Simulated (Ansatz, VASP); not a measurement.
# HfO2 in two plane-wave programs

Wanted: the spread between two codes on one cell, functional and k mesh. The cell is taken from a series of VASP runs on this material, whose earlier steps may have relaxed, scaled or displaced it; both programs get it as it stands. Valence electrons are named where the data sets of a main pair hold unlike numbers.

Calculated with Ansatz 0.2.0; plane waves, with VASP 6.6.1 beside it; relaxation of cell and atoms at PBEsol and relaxation of cell and atoms at r2SCAN.

### Step 1. Set-up

It takes space group Fm-3m (No. 225, cubic). Conventional cell: a = 5.020 Å, b = 5.020 Å, c = 5.020 Å, α = 90.00°, β = 90.00°, γ = 90.00°. Hf has 8 O at 2.17 Å nearest. Nearest to O lie 4 Hf at 2.17 Å. Farther neighbours and most contacts between anions are not listed.

### Step 2. VASP: relaxation of cell and atoms, PBEsol

The relaxed volume is the usual yardstick between codes: in a stiff, nearly cubic crystal its relative difference is about their pressure difference at one cell divided by the bulk modulus.

Lines of VASP's logs that name or quote its potential files are left out, and so is its time.

The input, INCAR:

```
SYSTEM = HfO2
PREC = Accurate
ENCUT = 520
EDIFF = 1E-07
NELM = 100
ISMEAR = 0
SIGMA = 0.03
LREAL = .FALSE.
ALGO = Normal
GGA = PS
NBANDS = 17
LASPH = .TRUE.
LORBIT = 11
LWAVE = .FALSE.
LCHARG = .FALSE.
KPAR = 4
IBRION = 2
NSW = 50
ISIF = 3
EDIFFG = -0.005
```

The input, POSCAR:

```
HfO2
1.0
    0.0000000000      2.5101614389      2.5101614389
    2.5101614389      0.0000000000      2.5101614389
    2.5101614389      2.5101614389      0.0000000000
Hf O
1 2
Direct
    0.0000000000      0.0000000000      0.0000000000
    0.7500000000      0.7500000000      0.7500000000
    0.2500000000      0.2500000000      0.2500000000
```

The input, KPOINTS:

```
Automatic mesh
0
Gamma
10 10 10
0 0 0
```

Potentials, in the order of the species: Hf_pv and O (PBE family, release 64).

Command:

```
$ mpirun -np 4 vasp_std
```

Numbers of over 12 decimals in the logs are rounded to 6 here.

Output:

```text
[banner, memory and clock lines left out]
running    4 mpi-ranks, on    1 nodes
 distrk:  each k-point on    1 cores,    4 groups
 distr:  one band on    1 cores,    1 groups

 POSCAR found type information on POSCAR HfO
 POSCAR found :  2 types and       3 ions
|                                                                             |
|               ----> ADVICE to this user running VASP <----                  |
|                                                                             |
|     You enforced a specific xc type in the INCAR file but a different       |
|     [... a line on the potential file left out ...]
|     I HOPE YOU KNOW WHAT YOU ARE DOING!                                     |
|                                                                             |

 LDA part: xc-table for (Slater+PW92), standard interpolation
 POSCAR, INCAR and KPOINTS ok, starting setup
 FFT: planning ... GRIDC
 FFT: planning ... GRID_SOFT
 FFT: planning ... GRID
 WAVECAR not read
 entering main loop
       N       E                     dE             d eps       ncg     rms          rms(c)
DAV:   1     0.916642283301E+02    0.91664E+02   -0.12725E+04  1598   0.128E+03
DAV:   2    -0.331781364092E+02   -0.12484E+03   -0.12154E+03  2081   0.300E+02
DAV:   3    -0.368276468975E+02   -0.36495E+01   -0.36390E+01  1849   0.466E+01
DAV:   4    -0.368486026401E+02   -0.20956E-01   -0.20952E-01  2118   0.389E+00
DAV:   5    -0.368487449837E+02   -0.14234E-03   -0.14234E-03  1955   0.286E-01    0.523E+01
DAV:   6    -0.318004586418E+02    0.50483E+01   -0.20386E+01  1646   0.324E+01    0.442E+01
DAV:   7    -0.316819031583E+02    0.11856E+00   -0.65378E-01  1827   0.698E+00    0.292E+01
DAV:   8    -0.316513960913E+02    0.30507E-01   -0.20257E-01  1673   0.434E+00    0.746E+00
DAV:   9    -0.316370710193E+02    0.14325E-01   -0.42922E-02  1707   0.182E+00    0.242E+00
DAV:  10    -0.316369593073E+02    0.11171E-03   -0.28421E-03  1868   0.419E-01    0.122E-01
DAV:  11    -0.316369525089E+02    0.67985E-05   -0.14700E-04  1861   0.102E-01    0.150E-01
DAV:  12    -0.316369560595E+02   -0.35507E-05   -0.22286E-05  1781   0.347E-02    0.284E-02
DAV:  13    -0.316369564959E+02   -0.43639E-06   -0.72109E-07  2054   0.721E-03    0.758E-03
DAV:  14    -0.316369565623E+02   -0.66407E-07   -0.36966E-08  1196   0.157E-03
   1 F= -.31636957E+02 E0= -.31636957E+02  d E =-.316370E+02
 curvature:   0.00 expect dE= 0.000E+00 dE for cont linesearch  0.000E+00
 trial: gam= 0.00000 g(F)=  0.307E-47 g(S)=  0.130E-05 ort = 0.000E+00 (trialstep = 0.100E+01)
 search vector abs. value=  0.130E-05
 reached required accuracy - stopping structural energy minimisation
```

OUTCAR, selected parts (step 2):

```text
ion  position               nearest neighbor table
   1  0.000  0.000  0.000-   2 2.17   2 2.17   2 2.17   2 2.17   3 2.17   3 2.17   3 2.17   3 2.17

  LATTYP: Found a face centered cubic cell.
 ALAT       =     5.0203228778

 Subroutine GETGRP returns: Found 48 space group operations
 (whereof 48 operations were pure point group operations)

The static configuration has the point symmetry O_h .

 Found     47 irreducible k-points:

   k-points           NKPTS =     47   k-points in BZ     NKDIM =     47   number of bands    NBANDS=     17

   dimension x,y,z NGX =    28 NGY =   28 NGZ =   28
   dimension x,y,z NGXF=    56 NGYF=   56 NGZF=   56

   ENCUT  =  520.0 eV  38.22 Ry    6.18 a.u.   6.60  6.60  6.60*2*pi/ulx,y,z

   NELECT =      22.0000    total number of electrons

 k-points in reciprocal lattice and weights: Automatic mesh
   0.00000000  0.00000000  0.00000000       0.001
   0.10000000  0.00000000  0.00000000       0.008
   0.20000000  0.00000000  0.00000000       0.008
   0.30000000  0.00000000  0.00000000       0.008
   0.40000000  0.00000000  0.00000000       0.008
   0.50000000  0.00000000  0.00000000       0.004
   0.10000000  0.10000000  0.00000000       0.006
   0.20000000  0.10000000  0.00000000       0.024
   0.30000000  0.10000000  0.00000000       0.024
[...]
-0.30000000  0.40000000  0.20000000       0.024
  -0.30000000  0.50000000  0.20000000       0.012

 average (electrostatic) potential at core
       1 -36.6988       2 -69.3555       3 -69.3555

 E-fermi :   4.6034

 k-point     1 :       0.0000    0.0000    0.0000
  band No.  band energies     occupation
    ...
      7      -1.1991      2.00000
      8      -1.1991      2.00000
      9       3.7566      2.00000
     10       3.7566      2.00000
     11       3.7566      2.00000
     12       8.2336      0.00000
     13       8.2336      0.00000
     14      10.2692      0.00000
     15      15.1829      0.00000
     16      15.1829      0.00000
    ...

 k-point     2 :       0.1000    0.0000    0.0000
  band No.  band energies     occupation
    ...
      7      -1.0967      2.00000
      8      -0.9071      2.00000
      9       3.4427      2.00000
     10       3.5514      2.00000
     11       3.5514      2.00000
     12       8.4499      0.00000
     13       8.4499      0.00000
     14      10.6879      0.00000
     15      14.6500      0.00000
     16      14.9862      0.00000
    ...

 k-point     3 :       0.2000    0.0000    0.0000
  band No.  band energies     occupation
    ...
      7      -0.8246      2.00000
      8      -0.1666      2.00000
      9       2.7413      2.00000
     10       3.1186      2.00000
     11       3.1186      2.00000
     12       8.8634      0.00000
     13       8.8634      0.00000
     14      11.4097      0.00000
     15      13.8598      0.00000
     16      14.5735      0.00000
    ...

  Total       -0.0051920     -0.0051920     -0.0051920      0.0000000      0.0000000      0.0000000
  in kB       -0.2629716     -0.2629716     -0.2629716      0.0000000      0.0000000      0.0000000
  external PRESSURE =      -0.2629716 kB  Pullay stress =       0.0000000 kB

  energy-cutoff  :      520.00
  volume of cell :       31.63
      direct lattice vectors                 reciprocal lattice vectors
     0.000000000  2.510161439  2.510161439    -0.199190376  0.199190376  0.199190376
     2.510161439  0.000000000  2.510161439     0.199190376 -0.199190376  0.199190376
     2.510161439  2.510161439  0.000000000     0.199190376  0.199190376 -0.199190376

 POSITION                                       TOTAL-FORCE (eV/Angst)
 -----------------------------------------------------------------------------------
      0.00000      0.00000      0.00000         0.000000      0.000000      0.000000
      3.76524      3.76524      3.76524        -0.000000     -0.000000     -0.000000
      1.25508      1.25508      1.25508         0.000000      0.000000      0.000000
 -----------------------------------------------------------------------------------
    total drift:                                0.000000      0.000000      0.000000

  FREE ENERGIE OF THE ION-ELECTRON SYSTEM (eV)
  ---------------------------------------------------
  free  energy   TOTEN  =       -31.6369565623 eV

  energy  without entropy=      -31.6369565623  energy(sigma->0) =      -31.63695656

 reached required accuracy - stopping structural energy minimisation

 total charge
# of ion       s       p       d       tot
------------------------------------------
    1        0.303   6.620   1.429   8.352
    2        1.557   3.550   0.000   5.107
    3        1.557   3.550   0.000   5.107
--------------------------------------------------
tot          3.418  13.719   1.429  18.566

[... 3 further parts left out ...]
```

The gap is read on the k-mesh alone, so it is an upper bound where the band edges lie off the mesh. Harder data sets than Hf_pv exist (the GW ones), and pressures, volumes and forces can shift noticeably with them. The PAW data sets were made with PBE, which is usual practice but a small mismatch for other functionals. The run keeps the 48 symmetry operations of its start, so it cannot find a distortion of lower symmetry.

### Step 3. Ansatz: relaxation of cell and atoms, PBEsol

Ansatz runs on its default PAW (the set named soft_2) files.

The same cell, functional, mesh and smearing now go to Ansatz, which takes its cutoff from its data sets.

The input, input.yaml:

```yaml
crystal:
  lattice:
    - [0.0, 2.5101614389, 2.5101614389]
    - [2.5101614389, 0.0, 2.5101614389]
    - [2.5101614389, 2.5101614389, 0.0]
  atoms:
    - { symbol: Hf, position: [0.0, 0.0, 0.0] }
    - { symbol: O, position: [0.75, 0.75, 0.75] }
    - { symbol: O, position: [0.25, 0.25, 0.25] }
hamiltonian:
  xc: pbesol
  pseudopotentials: { kind: paw }
kpoints:
  mp_grid: { grid: [10, 10, 10] }
scf:
  occupations: { method: gaussian, width: 0.03 }
relax:
  f_tol: 0.01
  max_steps: 60
  cell: { stress_tol: 0.05 }
output:
  forces: true
  stress: true
  write_density: true
  write_potential: true
  elf: true
  volumetric_format: npy
```

Command:

```
$ ansatz run input.yaml --threads 4 --pin off --max-ram 9216MiB --backend cpu --events-out ev --progress --plain --runs-dir out
```

Output:

```text
Engine: ansatz 0.2.0, x86_64-unknown-linux-gnu
Pseudopotentials: kind: paw
Pseudopotential: Hf, paw, valence charge 26, recommended cutoff 420 eV (normal), Hf.paw.azcp
Pseudopotential: O, paw, valence charge 6, recommended cutoff 420 eV (normal), O.paw.azcp
Functional definition: PBEsol
  exchange = pbesol_x
  correlation = pbesol_c
Crystal: 3 atoms, lattice volume = 31.633 Å³
Basis set: ecut = 420 eV, 609 PW (Γ), exchange–correlation on 48×48×48 points (8 copies of the dense FFT grid, shifted against one another)
Bands: 23, of which v1, the nominal top of the filled ones, is band 19 counted from 1 (18 counted from 0)
Symmetry: 48 space group operations
Space group: Fm-3m (ITA 225), of the structure as read, at distance tolerance 3.2e-5 Å
k-points: 47 of 1000
Non-local potential: Hf, projectors of the file, l = 0: 3, l = 1: 2, l = 2: 2, l = 3: 3
Non-local potential: O, projectors of the file, l = 0: 2, l = 1: 2, l = 2: 1
PAW form: soft (Blöchl's): semilocal exchange-correlation on the pseudo side does not see the compensation charge
PAW frozen core: Hf, regenerated for the run's functional, and the local potential with it (the file was generated under x = pbe(κ = 0.804, μ = 0.219515), c = pbe(β = 0.066725))
PAW frozen core: O, regenerated for the run's functional, and the local potential with it (the file was generated under x = pbe(κ = 0.804, μ = 0.219515), c = pbe(β = 0.066725))
PAW one-centre angular grid: Hf, 590 points (default); XC on 64 Gauss nodes
PAW one-centre angular grid: O, 110 points (default); XC on 64 Gauss nodes
Initial density: superposition of atomic densities (neutral atoms: chi_scale 0, normalization atom), corrected by the library's trained network
Initial wavefunctions: pseudopotential atomic-orbital guess
Functional: x = pbesol(κ = 0.804, μ = 0.123457), c = pbesol(β = 0.046)
SCF iter   1: F=—  HF=-16725.086689 eV  |F-HF|=—  |Δ(HF+E_count)|=         —  Δρ=1.71e-2  dr2=7.17e-2  ethr=1.77e-3  ⟨swp⟩=5.0  Hψ=4028  notcnv=0
preconditioner: auto → none  [insulator: Δε(μ)=3.525 eV  Ē_g=18.268 eV  σ=0.030 eV  W_gap=1.00  n_scr=14 (ndim 8)  ℏωp=39.6 eV  f_vac=0.061  D(μ)=0.00/eV (n_scr^D=0)  ε∞_Penn≈5.7]
SCF iter   2: F=—  HF=-16725.075154 eV  |F-HF|=—  |Δ(HF+E_count)|=   1.15e-2  Δρ=1.00e-2  dr2=2.57e-2  ethr=1.89e-4  ⟨swp⟩=2.0  Hψ=2344  notcnv=0
SCF iter   3: F=—  HF=-16725.068078 eV  |F-HF|=—  |Δ(HF+E_count)|=   7.08e-3  Δρ=1.36e-3  dr2=2.35e-4  ethr=6.77e-5  ⟨swp⟩=2.0  Hψ=1934  notcnv=0
SCF iter   4: F=—  HF=-16725.068166 eV  |F-HF|=—  |Δ(HF+E_count)|=   8.81e-5  Δρ=5.44e-4  dr2=2.84e-5  ethr=6.18e-7  ⟨swp⟩=2.7  Hψ=1971  notcnv=0
SCF iter   5: F=—  HF=-16725.068158 eV  |F-HF|=—  |Δ(HF+E_count)|=   7.96e-6  Δρ=1.20e-4  dr2=1.39e-6  ethr=7.46e-8  ⟨swp⟩=2.7  Hψ=2043  notcnv=0
SCF iter   6: F=-16725.068160 eV  HF=-16725.068160 eV  |F-HF|=3.03e-9  |Δ(HF+E_count)|=   1.83e-6  Δρ=7.87e-6  dr2=8.91e-9  ethr=2.63e-10  ⟨swp⟩=8.6  Hψ=7521  notcnv=0
SCF 1 converged in 6 iterations: F = -16725.068160 eV  dr2 = 8.91e-9
  Residual-converged pass: ⟨swp⟩=1.0  Hψ=1269  notcnv=0  max |occ|·‖R‖ = 7.1e-9 eV (tolerance 1.0e-8 eV)  dr2=8.91e-9  dr2_onsite=9.39e-10  max |Δocc| = 0.0e0
  greatest PAW one-centre occupation: 0.999 electrons in one spin orbital (limit 2), on the Hf atom at site 0 (counted from 0), in its partial waves of l = 3
relax step   1: F+E_penalty+E_count = -16725.06816022 eV  Δ(F+E_penalty+E_count) = +0.000e0 eV  max|allowed force component| = 2.120e-18 eV/Å  Δτ_max = 0.0000 Å  P = +3.808 GPa  Ω = 31.633 Å³  (6 SCF iters, dr2 threshold 1.00e-7 eV, accepted)
[...]
relax step   2: F+E_penalty+E_count = -16725.07005045 eV  Δ(F+E_penalty+E_count) = -1.890e-3 eV  max|allowed force component| = 3.855e-18 eV/Å  Δτ_max = 0.0000 Å  P = -0.595 GPa  Ω = 32.130 Å³  energy of the carried Pulay correction = -3.007e-3 eV  (6 SCF iters, dr2 threshold 3.00e-7 eV, accepted)
[...]
relax step   3: F+E_penalty+E_count = -16725.07058814 eV  Δ(F+E_penalty+E_count) = -5.377e-4 eV  max|allowed force component| = 8.288e-18 eV/Å  Δτ_max = 0.0000 Å  P = -0.010 GPa  Ω = 32.061 Å³  energy of the carried Pulay correction = -2.598e-3 eV  (4 SCF iters, dr2 threshold 3.00e-7 eV, accepted)
[...]
relax step   4: F+E_penalty+E_count = -16725.07350097 eV  Δ(F+E_penalty+E_count) = -2.913e-3 eV  max|allowed force component| = 9.830e-18 eV/Å  Δτ_max = 0.0000 Å  P = +0.137 GPa  Ω = 32.061 Å³  stress off target by 1.37e-1 GPa  SCF on the basis re-selected at this cell (its energy is not comparable with the rows above)  (6 SCF iters)
[...]
relax step   5: F+E_penalty+E_count = -16725.07341271 eV  Δ(F+E_penalty+E_count) = +8.826e-5 eV  max|allowed force component| = 9.637e-18 eV/Å  Δτ_max = 0.0000 Å  P = +0.003 GPa  Ω = 32.077 Å³  energy of the carried Pulay correction = -9.520e-5 eV  (4 SCF iters, dr2 threshold 4.68e-8 eV, accepted)
[...]
relax step   6: F+E_penalty+E_count = -16725.07341272 eV  Δ(F+E_penalty+E_count) = -1.735e-9 eV  max|allowed force component| = 7.903e-18 eV/Å  Δτ_max = 0.0000 Å  P = +0.006 GPa  Ω = 32.077 Å³  stress off target by 5.51e-3 GPa  SCF on the basis re-selected at this cell (its energy is not comparable with the rows above)  (4 SCF iters)
basis re-selected at this cell: Δ(F+E_penalty+E_count) = -1.735e-9 eV, ΔP = +0.003 GPa vs the last step (what re-selecting the basis moved, of the pressure what is left beyond the Pulay correction that the steps carried, after the strain that the cell walked since its last selection, with what the two solves' SCF thresholds leave and, on support functions, any second-order correction that the steps lacked; it is no m [...]
SCF converged after 4 iterations
Free energy (F): -16725.073413 eV
Harris-Foulkes:  -16725.073413 eV  (|F-HF|=1.82e-11)
Internal energy: -16725.073413 eV  (E = F + TS)
E sigma→0 (E₀):  -16725.073413 eV
Fermi energy:    18.071633 eV
--- Per-component energies (eV) ---
  E_band       = 61.709781
  E_kinetic    = 771.865941
  E_local      = -5694.229238  (includes V_loc(G=0)·N_el)
  E_nonlocal   = -1140.840459
  E_hartree    = 2613.388545
  E_xc         = -443.743556
  E_vxc        = -453.549362  (∫ρ·V_xc dr)
  E_paw        = -7111.022009  (= ΣΔE_a)
  E_vpaw       = 1351.680659  (= ΣTr[D̂ρ^β])
  E_aug_tail   = 0.004965  (compensation charges beyond the density's cutoff)
  E_ewald      = -5721.819269
  E_core_change = 1.321667  (= ΣΔE_core)
  E_smearing   = -0.000000  (= −TS)
  E_closure    = 0.000000  (closes the sum)
  Σ components = -16725.073413   (vs F -16725.073413, Δ=0.00e0)
--- Forces (eV/Å), atoms counted from 1 ---
  atom   1  Hf    -0.00000000     0.00000000    -0.00000000
  atom   2  O      0.00000000     0.00000000     0.00000000
  atom   3  O     -0.00000000    -0.00000000    -0.00000000
  max |Σ_I F_I| component: 5.78e-18 eV/Å
--- Stress (GPa, compression-positive) ---
        0.005510      -0.000000      -0.000000
       -0.000000       0.005510      -0.000000
       -0.000000      -0.000000       0.005510
  P = ⅓ Tr σ = 0.0055 GPa (0.055 kbar)
--- Band table (eV; the first three rows and the last of 47) ---
  k-point 0: bands = [... 15 lower, 10.6741, 15.5940, 15.5940, 15.5940, 20.0341, 20.0341, 21.9395, 26.8382]
  k-point 1: bands = [... 15 lower, 10.9715, 15.2773, 15.3901, 15.3901, 20.2433, 20.2433, 22.3576, 26.3209]
  k-point 2: bands = [... 15 lower, 11.7170, 14.5711, 14.9603, 14.9603, 20.6434, 20.6434, 23.0925, 25.5405]
  k-point 46: bands = [... 15 lower, 13.2813, 13.8698, 14.7223, 16.0344, 20.8241, 21.4752, 23.2160, 23.6205]
--- Relaxed structure (4 steps of the walk, 4 accepted, 2 SCFs on fresh bases) ---
  F+E_penalty+E_count = -16725.07341272 eV   max|allowed force component| = 7.903e-18 eV/Å   (the final SCF, on the basis selected at the relaxed cell)
  cell:  # Å, volume = 32.0774 Å³
    - [0, 2.521871, 2.521871]
    - [2.521871, 0, 2.521871]
    - [2.521871, 2.521871, 0]
  atoms:
    - { symbol: Hf, position: [0, 0, 0] }
    - { symbol: O, position: [0.750000, 0.750000, 0.750000] }
    - { symbol: O, position: [0.25, 0.25, 0.25] }
```

Elapsed: 2.4 s, on 4 threads of Intel Xeon 6975P-C (Granite Rapids), shared host; peak memory 0.41 GiB.

### Step 4. Comparison

Known differences besides the potentials themselves: both relaxations stop at a tolerance, which leaves soft axes loose, and VASP keeps its plane-wave basis; the data sets hold 38 valence electrons in Ansatz (on its default PAW (the set named soft_2) files) and 22 in VASP; the cutoff is 420 eV in Ansatz and 520 eV in VASP; Ansatz makes its cores anew for this functional, VASP keeps those of its PBE data sets; Ansatz adds a Pulay correction to the stress that steers its cell, VASP none. Total energies have different zeros and are not compared.

Both answers:

| quantity | Ansatz | VASP | difference |
| --- | --- | --- | --- |
| volume (Å³) | 32.08 | 31.63 | +1.41 % |
| edge a after relaxation, in the typed setting (Å) | 3.567 | 3.550 | +0.47 % |

The walks stopped with 0.01 GPa left in Ansatz and -0.03 GPa in VASP; each walk ends within a tolerance, so the volume difference is uncertain by about these residues over the bulk modulus, most in soft cells.

A further Ansatz single point at VASP's end cell gives 3.81 GPa where VASP has -0.03 GPa.

(Continued in part 2 of 2.)

[Lines on the potential files, build, host, timing and source positions are cut from VASP's logs without a mark.]

[Logs are printed without paths, hosts, clocks, repeated set-up lines and the standing remarks that a program may print on its own settings, such as how far it seeks lower states.]

[Hosts, paths, dates, database ids (printed as entryN), source tags and the programs' standing remarks are cut or masked in the printed files.]
